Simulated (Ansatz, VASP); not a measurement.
**Two plane-wave programs on NaH**

The input INCAR:

```
SYSTEM = NaH
ALGO     = Normal         ! electronic algorithm
EDIFF    = 1E-6           ! SCF threshold, eV
ENCUT    = 520            ! plane-wave cutoff, eV
GGA      = PE             ! functional
ISIF     = 2              ! what is computed and relaxed
ISMEAR   = 0              ! smearing method
LASPH    = .TRUE.         ! aspherical terms in the spheres
LCHARG   = .FALSE.        ! write CHGCAR
LREAL    = .FALSE.        ! projectors in reciprocal space
LWAVE    = .FALSE.        ! write WAVECAR
NBANDS   = 11             ! bands
NELM     = 100            ! most SCF steps
PREC     = Accurate       ! precision mode
SIGMA    = 0.02           ! smearing width, eV
```

Contents of KPOINTS:

```
k-points
0
G
  8 8 8
  0 0 0
```

POSCAR

```
NaH
1.0
    0.0000000000      2.4634256887      2.4634256887
    2.4634256887      0.0000000000      2.4634256887
    2.4634256887      2.4634256887      0.0000000000
Na H
1 1
Direct
    0.0000000000      0.0000000000      0.0000000000
    0.5000000000      0.5000000000      0.5000000000
```

Input for Ansatz:

```yaml
crystal:
  lattice:
    - [0.0, 2.4634256887, 2.4634256887]
    - [2.4634256887, 0.0, 2.4634256887]
    - [2.4634256887, 2.4634256887, 0.0]
  atoms:
    - { symbol: Na, position: [0.0, 0.0, 0.0] }
    - { symbol: H, position: [0.5, 0.5, 0.5] }
basis:
  ecutwfc: 420
kpoints:
  mp_grid: { grid: [8, 8, 8] }
hamiltonian:
  xc: pbe
scf:
  occupations: { method: gaussian, width: 0.02 }
output:
  forces: true
  stress: true
  eigenvalues: true
```

Alike in both runs: task single point; functional PBE; k mesh 8 × 8 × 8; occupations gaussian, width 0.02 eV; no spin polarisation.

```csv
,VASP,Ansatz
version,VASP 6.6.1,Ansatz 0.2.0
potentials or method,"VASP PAW PBE potentials, release 64 (Na_pv, H)","scalar-relativistic, plane waves, PAW"
plane-wave cutoff (eV),520,420
valence electrons in the cell,8,10
```

|  | VASP | Ansatz | Ansatz less VASP |
| --- | --- | --- | --- |
| gap on the k mesh at the Fermi level (eV) | 3.66 | 3.67 | +0.002 |
| least direct gap on the mesh (eV) | 4.49 | 4.50 | +0.004 |
| pressure (GPa) | -1.3 | -1.2 | +0.04 |

The functional is the same, so the differences come from potentials, cutoffs and numerics. The two sets of potentials don't hold the same shells in valence.

A k mesh can miss the band edges. PBE gaps usually lie below the measured ones, often by a third to a half.
